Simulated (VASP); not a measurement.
Crystal: WC (Qusongite).

```
CELL_PARAMETERS angstrom
2.90650 0.00000 0.00000
-1.45325 2.51710 0.00000
0.00000 0.00000 2.83660
ATOMIC_POSITIONS crystal
W 0.00000 0.00000 0.00000
C 0.66667 0.33333 0.50000
```

| Item | Value |
| --- | --- |
| Program | VASP 6.6.1 |
| Task | relaxation of cell and atoms |
| Functional | LDA |
| Potentials or basis | VASP PAW LDA potentials, release 64 (W_sv, C) |
| Cutoff | 600 eV |
| k mesh | 10 × 10 × 9 |
| Occupations | fermi-dirac, width 0.05 eV |
| Spin | no spin polarisation |

At the start: pressure -7.4 GPa; volume 10.38 Å³/atom.

Task: How do energy, volume and symmetry change on relaxing?

Result: Over 7 steps the energy falls by 4.4 meV/atom and the volume is 10.19 Å³/atom (-1.8 %); space group P-6m2 (No. 187, to 0.05 Å).

The path:
```csv
step,energy change (eV),largest force (eV/Å),pressure (GPa),volume (Å³)
1,0.0000,0.0000,-7.38,20.75
2,0.0703,0.0000,24.94,19.35
3,-0.0087,0.0000,-0.19,20.40
4,-0.0087,0.0000,-0.08,20.39
5,-0.0087,0.0000,0.08,20.38
6,-0.0087,0.0000,-0.20,20.39
7,-0.0087,0.0000,-0.03,20.39
```

Final structure:
```cif
data_structure
_symmetry_space_group_name_H-M 'P 1'
_symmetry_Int_Tables_number 1
_cell_length_a 2.8905
_cell_length_b 2.8905
_cell_length_c 2.8174
_cell_angle_alpha 90.000
_cell_angle_beta 90.000
_cell_angle_gamma 120.000
_cell_volume 20.39
loop_
_atom_site_label
_atom_site_type_symbol
_atom_site_fract_x
_atom_site_fract_y
_atom_site_fract_z
_atom_site_occupancy
W1 W 0.00000 0.00000 0.00000 1
C1 C 0.66667 0.33333 0.50000 1
```
